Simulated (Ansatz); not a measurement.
# SiC: equation of state

An exercise on one series of results from a longer session: the logs are not shown, and one member is left open.

The COD entry's cell or inner coordinates are ideal or old and differ from later refinements, so a difference from it is no clean test against experiment.

Program: Ansatz 0.2.0. Level of theory: DFT PBE, scalar-relativistic. These are calculated values, not measurements.

## The system as given

It takes space group F-43m (No. 216, cubic). The conventional cell has a = 4.348 Å, b = 4.348 Å, c = 4.348 Å, α = 90.00°, β = 90.00°, γ = 90.00°. Si (site symmetry -43m) is surrounded by 4 C at 1.88 Å. C (site symmetry -43m) has 4 Si at 1.88 Å as nearest neighbours.

As a file:

```
CELL_PARAMETERS angstrom
0.00000 2.17400 2.17400
2.17400 0.00000 2.17400
2.17400 2.17400 0.00000
ATOMIC_POSITIONS crystal
Si 0.00000 0.00000 0.00000
C 0.75000 0.75000 0.75000
```

Structure: COD 1010995, as refined from experiment and not relaxed.

Atoms are numbered in the order of the input: Si1, C2.

The first run:

Input file input.yaml:

```yaml
crystal:
  lattice:
    - [0.0, 2.1371454226, 2.1371454226]
    - [2.1371454226, 0.0, 2.1371454226]
    - [2.1371454226, 2.1371454226, 0.0]
  atoms:
    - { symbol: Si, position: [0.0, 0.0, 0.0] }
    - { symbol: C, position: [0.75, 0.75, 0.75] }
kpoints:
  mp_grid: { grid: [16, 16, 16] }
scf:
  occupations: { method: fermi_dirac, width: 0.05 }
hamiltonian:
  xc: pbe
  pseudopotentials: { kind: all_electron, lapw: { basis_error: 0.00025 } }
output:
  forces: true
  stress: true
  eigenvalues: true
```

Among the steps run: Volume × 0.95, LAPW; Volume × 0.95, PAW; Volume × 0.95, crystal datasets; Volume × 0.975, LAPW; Volume × 0.975, PAW; Volume × 1.025, LAPW; Volume × 1.025, PAW; Volume × 1.05, LAPW; Volume × 1.05, PAW; Volume × 1.05, crystal datasets.

One of the session's tables, all rows but one given; the rest of the session is left out.

It belongs to the step «The equation of state». 

| method | volume (Å³/atom) | pressure (GPa) | gap on the k mesh (eV) |
| --- | --- | --- | --- |
| LAPW | 9.761 | 17.90 | 1.30 |
| LAPW | 10.018 | 10.98 | 1.33 |
| LAPW | 10.275 | 4.85 | 1.35 |
| LAPW | 10.532 | -0.59 | 1.37 |
| LAPW | 10.789 | -5.41 | 1.40 |
| PAW | 9.761 | 17.93 | 1.30 |
| PAW | 10.018 | 10.99 | 1.33 |
| PAW | 10.275 | ? | ? |
| PAW | 10.532 | -0.61 | 1.38 |
| PAW | 10.789 | -5.44 | 1.40 |
| crystal datasets | 9.761 | 17.91 | 1.30 |
| crystal datasets | 10.275 | 4.85 | 1.35 |
| crystal datasets | 10.789 | -5.42 | 1.40 |

**Question.** Estimate the row for PAW, 10.275.

**Answer.** pressure (GPa): 4.84; gap on the k mesh (eV): 1.35. In the column «pressure (GPa)» it lies between LAPW, 10.532 (-0.59) and LAPW, 10.275 (4.85).

Caveats from the session: Warnings in the runs' records: crystal datasets made.
